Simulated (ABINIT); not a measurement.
# MoS2 in ABINIT: single point with PBE

Aim: the single point of MoS2 with PBE.

All numbers are computed with ABINIT 10.8.3 (patched build); they aren't measurements. Logs are shortened: lines on timing, memory, paths and dates and some standing lists are left out, and cuts for length are marked. The log counts tension as positive stress, the text compression.

### 1 The cell of the first run

The cell holds a slab with vacuum, 6 atoms: a = 3.185 Å, b = 3.185 Å, c = 21.671 Å, α = 90.00°, β = 90.00°, γ = 120.00°.

### 2 Single point, PBE (atoms moved at random, drawn with an rms of 0.05 Å)

Contents of run.abi:

```
# Pseudopotentials
pp_dirpath "./"
pseudos "Mo.GGA_PBE-JTH.xml, S.GGA_PBE-JTH.xml"

# Structure
acell 3*1.0 Angstrom
rprim
     3.1845414560     0.0000000000     0.0000000000
    -1.5922707280     2.7578938003     0.0000000000
     0.0000000000     0.0000000000    21.6705347200
ntypat 2
znucl 42 16
natom 6
typat 1 1 2 2 2 2
xred
     0.3438410000     0.6682370000     0.8509060000
     0.6779090000     0.3448030000     0.1484600000
     0.6706390000     0.3476130000     0.7784340000
     0.3315440000     0.6662970000     0.0773220000
     0.6510780000     0.3366750000     0.9236970000
     0.3289870000     0.6529680000     0.2183980000
chkprim 0
chksymtnons 0
tolsym 1.0e-6

# Plane-wave basis
ecut 20.0
pawecutdg 40.0
pawxcdev 0

# k points
kptopt 1
ngkpt 10 10 2
nshiftk 1
shiftk 0.0 0.0 0.0

# Exchange and correlation
ixc 11

# Bands and occupations
nband 32
occopt 3
tsmear 0.00183747

# SCF cycle
nstep 100
tolvrs 1.0e-9

# Output
iomode 3
prtwf 0
prtden 0
prteig 0
prtebands 0
enunit 1
```

Potentials or basis: JTH PAW PBE v2.0.

Command:

```bash
> mpirun --bind-to none -np 4 abinit run.abi > log 2>&1
```

run.abo:

```text
.Version 10.8.3 of ABINIT
 Symmetries : space group P1 (#  1); Bravais aP (primitive triclinic)
================================================================================
 Values of the parameters that define the memory need of the present run
     intxc =       0    ionmov =       0      iscf =      17    lmnmax =      18
     lnmax =       6     mgfft =     180  mpssoang =       3    mqgrid =   11660
     natom =       6  nloc_mem =       2    nspden =       1   nspinor =       1
    nsppol =       1      nsym =       1    n1xccc =       1    ntypat =       2
    occopt =       3   xclevel =       2
       mpw =        5548          nfft =      131220          nkpt =         104
Pmy_natom=         2
 PAW method is used; the additional fine FFT grid is defined by:
   mgfftf=       240    nfftf =    311040
================================================================================
================================================================================

--------------------------------------------------------------------------------
------------- Echo of variables that govern the present computation ------------
--------------------------------------------------------------------------------
 -outvars: echo values of preprocessed input variables --------
            acell      1.8897261259E+00  1.8897261259E+00  1.8897261259E+00 Bohr
              amu      9.59400000E+01  3.20660000E+01
          chkprim           0
      chksymtnons           0
             ecut      2.00000000E+01 Hartree
           enunit           1
                       outvar_i_n : Printing only first  50 k-points.
              ixc          11
                       outvar_i_n : Printing only first  50 k-points.
         kptrlatt       10    0    0      0   10    0      0    0    2
          kptrlen      6.01791119E+01
            natom           6
            nband          32
            ngfft          27      27     180
          ngfftdg          36      36     240
             nkpt         104
            nstep         100
             nsym           1
           ntypat           2
                       prtocc : prtvol=0, do not print more k-points.
           occopt           3
        pawecutdg      4.00000000E+01 Hartree
         pawxcdev           0
           prtden           0
        prtebands           0
           prteig           0
            prtwf           0
            rprim      3.1845414560E+00  0.0000000000E+00  0.0000000000E+00
                      -1.5922707280E+00  2.7578938003E+00  0.0000000000E+00
                       0.0000000000E+00  0.0000000000E+00  2.1670534720E+01
          spgroup           1
           tolsym      1.00000000E-06
           tolvrs      1.00000000E-09
           tsmear      1.83747000E-03 Hartree
            typat      1  1  2  2  2  2
           useylm           1
                       outvars : Printing only first  50 k-points.
           xangst      3.0961704306E-02  1.8429266794E+00  1.8439588016E+01
                       1.6098095901E+00  9.5093005602E-01  3.2172075845E+00
                       1.5821836929E+00  9.5867973760E-01  1.6869081024E+01
                      -5.1095967662E-03  1.8375763655E+00  1.6756090856E+00
                       1.5373071347E+00  9.2851389522E-01  2.0017007909E+01
                       7.9709072644E-03  1.8008163990E+00  4.7328014418E+00
            xcart      5.8509141530E-02  3.4826266943E+00  3.4845771226E+01
                       3.0420992401E+00  1.7969973708E+00  6.0796412250E+00
                       2.9898938605E+00  1.8116421465E+00  3.1877943132E+01
                      -9.6557385019E-03  3.4725160662E+00  3.1664422659E+00
                       2.9050894561E+00  1.7546369661E+00  3.7826662809E+01
                       1.5062831705E-02  3.4030497971E+00  8.9436985333E+00
             xred      3.4384100000E-01  6.6823700000E-01  8.5090600000E-01
                       6.7790900000E-01  3.4480300000E-01  1.4846000000E-01
                       6.7063900000E-01  3.4761300000E-01  7.7843400000E-01
                       3.3154400000E-01  6.6629700000E-01  7.7322000000E-02
                       6.5107800000E-01  3.3667500000E-01  9.2369700000E-01
                       3.2898700000E-01  6.5296800000E-01  2.1839800000E-01
            znucl       42.00000   16.00000

================================================================================

 chkinp: Checking input parameters for consistency.

================================================================================
== DATASET  1 ==================================================================

--- !DatasetInfo
iteration_state: {dtset: 1, }
dimensions: {natom: 6, nkpt: 104, mband: 32, nsppol: 1, nspinor: 1, nspden: 1, mpw: 5548, }
cutoff_energies: {ecut:  20.0, pawecutdg:  40.0, }
electrons: {nelect:   5.20000000E+01, charge:   0.00000000E+00, occopt:   3.00000000E+00, tsmear:   1.83747000E-03, }
meta: {optdriver: 0, ionmov: 0, optcell: 0, iscf: 17, paral_kgb: 0, }
...
[... 143 lines left out ...]
       0.677909000000      0.344803000000      0.148460000000
       0.670639000000      0.347613000000      0.778434000000
       0.331544000000      0.666297000000      0.077322000000
       0.651078000000      0.336675000000      0.923697000000
       0.328987000000      0.652968000000      0.218398000000
 rms dE/dt=  2.2380E-01; max dE/dt=  3.4563E-01; dE/dt below (all hartree)
    1       0.142361423995     -0.112009958444     -0.023313846117
    2       0.040590852012      0.089360573914      0.340714490957
    3      -0.049357665662      0.056523654721     -0.089693257144
    4      -0.027623308795     -0.022732401675      0.345628630511
    5      -0.091901283889      0.055315359905      0.177877203451
    6      -0.013415990682     -0.066334434914     -0.748560445999

 cartesian coordinates (angstrom) at end:
    1      0.03096170430596     1.84292667943107    18.43958801645633
    2      1.60980959006892     0.95093005602484     3.21720758453120
    3      1.58218369293812     0.95867973760368    16.86908102422848
    4     -0.00510959676615     1.83757636545849     1.67560908561984
    5      1.53730713474017     0.92851389521600    20.01700790925985
    6      0.00797090726437     1.80081639899429     4.73280144177856

 cartesian forces (hartree/bohr) at end:
    1     -0.02363817195763     0.00784859011226     0.00058010201201
    2     -0.00672689347651    -0.02102611234784    -0.00830918025356
    3      0.00821990697596    -0.00609591375404     0.00220103439872
    4      0.00460829554026     0.00702635936191    -0.00842917963035
    5      0.01528940615836    -0.00178249215350    -0.00433282329289
    6      0.00224745675956     0.01402956878122     0.01829004676608
 frms,max,avg= 1.1106660E-02 2.3638172E-02  -1.811E-05 -1.438E-05 -1.080E-05 h/b

 cartesian forces (eV/Angstrom) at end:
    1     -1.21552367424666     0.40359073062019     0.02983004482499
    2     -0.34591077048984    -1.08120616864844    -0.42727522796124
    3      0.42268461145353    -0.31346448860266     0.11318173944544
    4      0.23696808438297     0.36130992546585    -0.43344584401612
    5      0.78621287568138    -0.09165943185568    -0.22280273188132
    6      0.11556887321863     0.72142943302073     0.94051201958826
 frms,max,avg= 5.7112741E-01 1.2155237E+00  -9.314E-04 -7.397E-04 -5.552E-04 e/A
 length scales=  1.889726125908  1.889726125908  1.889726125908 bohr
              =  1.000000000000  1.000000000000  1.000000000000 angstroms
 Fermi (or HOMO) energy (eV) =   2.70491   Average Vxc (eV)=  -6.60862
 Eigenvalues (   eV  ) for nkpt= 104  k points:
 kpt#   1, nband= 32, wtk=  0.00500, kpt=  0.0000  0.0000  0.0000 (reduced coord)
 -59.17258  -59.15692  -33.31438  -33.28689  -33.12563  -33.10952  -33.08387  -33.07214
 -12.51459  -12.31597  -11.12882  -11.00221   -4.11717   -3.73794   -1.15747   -1.04599
  -0.86766   -0.73235   -0.45611   -0.18075    0.01437    0.28514    0.43257    0.58109
   1.60522    2.08207    4.13655    4.18199    4.53866    4.62702    4.77482    4.80174
 prteigrs : prtvol=0 or 1, do not print more k-points.

--- !EnergyTerms
iteration_state     : {dtset: 1, }
comment             : Components of total free energy in Hartree
kinetic             :  3.71915801664124E+01
hartree             :  4.31893018173274E+02
xc                  : -2.25415489454924E+01
Ewald energy        :  2.68713925955397E+02
psp_core            :  2.76741314269315E+00
local_psp           : -9.22585101111528E+02
PAW spherical_terms :  2.53845712162058E+01
internal            : -1.79176141403039E+02
'-kT*entropy'       : -5.08951462313734E-09
total_energy        : -1.79176141408128E+02
total_energy_eV     : -4.87563118992109E+03
...

--- !EnergyTermsDC
iteration_state     : {dtset: 1, }
comment             : '"Double-counting" decomposition of free energy'
band_energy         : -2.77470961727949E+01
Ewald energy        :  2.68713925955397E+02
psp_core            :  2.76741314269315E+00
xc_dc               : -4.29133065962783E+02
PAW spherical_terms :  6.22267090278143E+00
internal            : -1.79176152134707E+02
'-kT*entropy'       : -5.08951462313734E-09
total_energy_dc     : -1.79176152139796E+02
total_energy_dc_eV  : -4.87563148194465E+03
...

--- !EnergyTermsWithPAWCore
iteration_state     : {dtset: 1, }
comment             : 'Components of total free energy, including PAW core contributions'
Total energy        : -9.69501678499120E+03
Total energy DC     : -9.69501679572287E+03
Total energy (eV)   : -2.63814846397665E+05
Total energy DC (eV): -2.63814846689688E+05
...

 Cartesian components of stress tensor (hartree/bohr^3)
  sigma(1 1)= -3.47491697E-05  sigma(3 2)= -2.51053737E-05
  sigma(2 2)= -5.47378508E-06  sigma(3 1)= -1.10590809E-05
  sigma(3 3)= -5.38043876E-05  sigma(2 1)=  6.95862727E-06

-Cartesian components of stress tensor (GPa)         [Pressure=  9.2213E-01 GPa]
- sigma(1 1)= -1.02235587E+00  sigma(3 2)= -7.38625594E-01
- sigma(2 2)= -1.61044317E-01  sigma(3 1)= -3.25369394E-01
- sigma(3 3)= -1.58297974E+00  sigma(2 1)=  2.04729882E-01

== END DATASET(S) ==============================================================
================================================================================

 -outvars: echo values of variables after computation  --------
            acell      1.8897261259E+00  1.8897261259E+00  1.8897261259E+00 Bohr
           etotal     -1.7917615214E+02
            fcart     -2.3638171958E-02  7.8485901123E-03  5.8010201201E-04
                      -6.7268934765E-03 -2.1026112348E-02 -8.3091802536E-03
                       8.2199069760E-03 -6.0959137540E-03  2.2010343987E-03
                       4.6082955403E-03  7.0263593619E-03 -8.4291796304E-03
                       1.5289406158E-02 -1.7824921535E-03 -4.3328232929E-03
                       2.2474567596E-03  1.4029568781E-02  1.8290046766E-02
            rprim      3.1845414560E+00  0.0000000000E+00  0.0000000000E+00
                      -1.5922707280E+00  2.7578938003E+00  0.0000000000E+00
                       0.0000000000E+00  0.0000000000E+00  2.1670534720E+01
           strten     -3.4749169719E-05 -5.4737850824E-06 -5.3804387608E-05
                      -2.5105373653E-05 -1.1059080918E-05  6.9586272651E-06
           xangst      3.0961704306E-02  1.8429266794E+00  1.8439588016E+01
                       1.6098095901E+00  9.5093005602E-01  3.2172075845E+00
                       1.5821836929E+00  9.5867973760E-01  1.6869081024E+01
                      -5.1095967662E-03  1.8375763655E+00  1.6756090856E+00
                       1.5373071347E+00  9.2851389522E-01  2.0017007909E+01
                       7.9709072644E-03  1.8008163990E+00  4.7328014418E+00
             xred      3.4384100000E-01  6.6823700000E-01  8.5090600000E-01
                       6.7790900000E-01  3.4480300000E-01  1.4846000000E-01
                       6.7063900000E-01  3.4761300000E-01  7.7843400000E-01
                       3.3154400000E-01  6.6629700000E-01  7.7322000000E-02
                       6.5107800000E-01  3.3667500000E-01  9.2369700000E-01
                       3.2898700000E-01  6.5296800000E-01  2.1839800000E-01
 Calculation completed.
```

Wall time 7.9 min (4 MPI ranks of Arm Neoverse V1, shared host); peak memory 1.1 GiB.

What came out:

| Property | Result |
| --- | --- |
| Free energy | -4875.6315 eV |
| Largest force | 1.281 eV/Å |
| Band gap on the k mesh | 1.31 eV, indirect (least direct gap 1.76 eV) |
| Valence electrons inside the program's atomic spheres | Mo 11.25, 11.30; S 3.59, 3.58, 3.61 |

Forces on the atoms (eV/Å):
```
Mo  -1.216  0.404  0.030
Mo  -0.346 -1.081 -0.427
S    0.423 -0.313  0.113
S    0.237  0.361 -0.433
S    0.786 -0.092 -0.223
S    0.116  0.721  0.941
```
